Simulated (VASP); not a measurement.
Crystal: Pt.

```
Pt
1.0
     3.24564    1.87387    5.53512
    -3.24564    1.87387    5.53512
     0.00000   -3.74774    5.53512
Pt
12
Direct
  0.01019 0.65361 0.01019
  0.01019 0.01019 0.65361
  0.65361 0.01019 0.01019
  0.98981 0.34639 0.98981
  0.34639 0.98981 0.98981
  0.98981 0.98981 0.34639
  0.22118 0.63060 0.22118
  0.22118 0.22118 0.63060
  0.63060 0.22118 0.22118
  0.77882 0.36940 0.77882
  0.36940 0.77882 0.77882
  0.77882 0.77882 0.36940
```

The cell was built by a generator and needn't be a form met in nature.

* Program: VASP 6.6.1
* Task: relaxation of cell and atoms
* Functional: PBEsol
* Potentials or basis: VASP PAW PBE potentials, release 64 (Pt)
* Cutoff: 600 eV
* k mesh: 3 × 3 × 3
* Occupations: gaussian, width 0.1 eV
* Spin: no spin polarisation

At the start: pressure 85.5 GPa; volume 16.83 Å³/atom.

How do energy, volume and symmetry change on relaxing?

Over 29 steps the energy falls by 1317.2 meV/atom and the volume is 20.51 Å³/atom (+21.9 %); space group R-3m (No. 166, to 0.05 Å).

The path:
| step | energy change (eV) | largest force (eV/Å) | pressure (GPa) | volume (Å³) |
| --- | --- | --- | --- | --- |
| 1 | 0.0000 | 10.1682 | 85.49 | 201.98 |
| 2 | 19.1419 | 1.2541 | -9.44 | 594.42 |
| 3 | 12.7857 | 0.8475 | -13.21 | 497.61 |
| 4 | 4.7059 | 1.6999 | -17.00 | 414.18 |
| 5 | -10.4721 | 4.0810 | -14.99 | 295.52 |
| 6 | -13.9169 | 4.3518 | 5.28 | 245.80 |
| 7 | -13.9293 | 4.4095 | 1.67 | 250.85 |
| 8 | -13.9392 | 4.3932 | 2.81 | 249.17 |
| 9 | -14.2187 | 1.4932 | -5.98 | 270.36 |
| 10 | -15.0191 | 0.5061 | -3.74 | 258.89 |
| 11 | -15.0207 | 0.5699 | -3.63 | 258.58 |
| 12 | -15.0556 | 0.5368 | 4.92 | 246.26 |
| 13 | -15.1356 | 0.3194 | 0.79 | 251.71 |
| 14 | -15.2109 | 0.4210 | 0.64 | 251.42 |
| 15 | -15.2498 | 0.7158 | 0.67 | 250.91 |
| 16 | -15.2987 | 0.6115 | 0.25 | 251.42 |
| 17 | -15.4106 | 0.4922 | -0.96 | 252.90 |
| 18 | -15.4192 | 1.3579 | -2.85 | 255.64 |
| 19 | -15.4621 | 0.6154 | -1.89 | 254.10 |
| 20 | -15.5298 | 0.6768 | -1.22 | 252.80 |
| 21 | -15.6181 | 0.9180 | 0.65 | 249.39 |
| 22 | -15.7024 | 0.4772 | 0.13 | 249.19 |
| 23 | -15.7337 | 0.4769 | -0.32 | 248.88 |
| 24 | -15.7692 | 0.3019 | -0.33 | 248.19 |
| 25 | -15.7883 | 0.2099 | -0.27 | 247.11 |
| 26 | -15.7950 | 0.1718 | 0.21 | 246.34 |
| 27 | -15.7981 | 0.1266 | 0.83 | 245.39 |
| 28 | -15.8024 | 0.0846 | 0.58 | 245.68 |
| 29 | -15.8064 | 0.0318 | 0.15 | 246.17 |

Final structure:
```xyz
12
Lattice="3.6565 2.1111 5.3152 -3.6565 2.1111 5.3152 0.0000 -4.2221 5.3152" Properties=species:S:1:pos:R:3 pbc="T T T"
Pt   -2.3334    1.3472    3.7362
Pt    0.0000   -2.6944    3.7362
Pt    2.3334    1.3472    3.7362
Pt    2.3334   -1.3472   12.2095
Pt   -2.3334   -1.3472   12.2095
Pt    0.0000    2.6944   12.2095
Pt   -1.2482    0.7206    5.9358
Pt    0.0000   -1.4412    5.9358
Pt    1.2482    0.7206    5.9358
Pt    1.2482   -0.7206   10.0099
Pt   -1.2482   -0.7206   10.0099
Pt    0.0000    1.4412   10.0099
```

Caveat: the k mesh is coarse (spacing up to 0.39 Å⁻¹), so the values aren't converged; the volume moved by over 15 % at a fixed basis, so the end points are rough; the PAW data sets were made with another functional, which shifts forces and pressure a little.
